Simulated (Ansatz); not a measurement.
An input for Ansatz 0.2.0 (Sn):

Contents of run.py:

```python
import json

import ase.io
import numpy as np

import ansatz as az

atoms = ase.io.read("Sn.xyz")
atoms.set_initial_charges([0.5] * len(atoms))

calculation = (
    az.Crystal.from_ase(atoms)
    .calculation()
    .kpoints(7, 7, 5)
    .functional("pbe")
    .pseudopotentials(kind="nc", source="spms")
    .occupations(method="cold", width=0.05)
    .relax(force_tolerance=0.01, max_steps=40)
    .forces()
    .stress()
)
outcome = calculation.run(threads=2, events_out="events.jsonl")

report = outcome.report
for line in open("events.jsonl"):
    event = json.loads(line)
    if event["event"] == "scf_iter":
        d = event["data"]
        print(f"SCF {d['iter']:3d}  HF = {d['harris_foulkes_ev']:.6f} eV  dr2 = {d['dr2_ev']:.2e} eV")
    elif event["event"] in ("relax_step", "md_step"):
        d = event["data"]
        print(f"{event['event']} {d['step']:3d}  E = {d['lagrangian_ev']:.6f} eV")
np.set_printoptions(precision=5, suppress=True, linewidth=110)
print("converged:", report["converged"], "after", report["n_iterations"], "iterations")
print(f"free energy {report['free_energy_ev']:.6f} eV, Fermi level {report['fermi_energy_ev']:.4f} eV")
for key in ("band_edges_ev", "magnetization_mub", "site_moments_mub", "site_moments_nc_mub", "forces_ev_ang",
                "stress_gpa"):
    if report.get(key) is not None:
        print(key, np.array(report[key]), sep="\n")
```

Contents of Sn.xyz:

```xyz
2
Lattice="-2.9401404553 2.9401404553 1.5993019889 2.9401404553 -2.9401404553 1.5993019889 2.9401404553 2.9401404553 -1.5993019889" Properties=species:S:1:pos:R:3 pbc="T T T"
Sn     0.0150741001      0.0222656837      0.0177794402
Sn    -0.0231477258      2.9377207197      0.8039899007
```

Potentials or basis: SPMS NC.

Launch:

```bash
$ python run.py
```

Task: What does the program do with it?

Result: The run stopped without a result. It printed:

Output:

```text
Traceback (most recent call last):
  File "run.py", line 12, in <module>
  [frames inside libraries left out]
ansatz.errors.InputError: Crystal.from_ase: the Atoms holds initial charges, the first 0.5 on atom 0, and a crystal holds none on an atom; clear them (atoms.set_initial_charges()) and state the electrons removed on the calculation, .charge(…)  [total_charge]
```
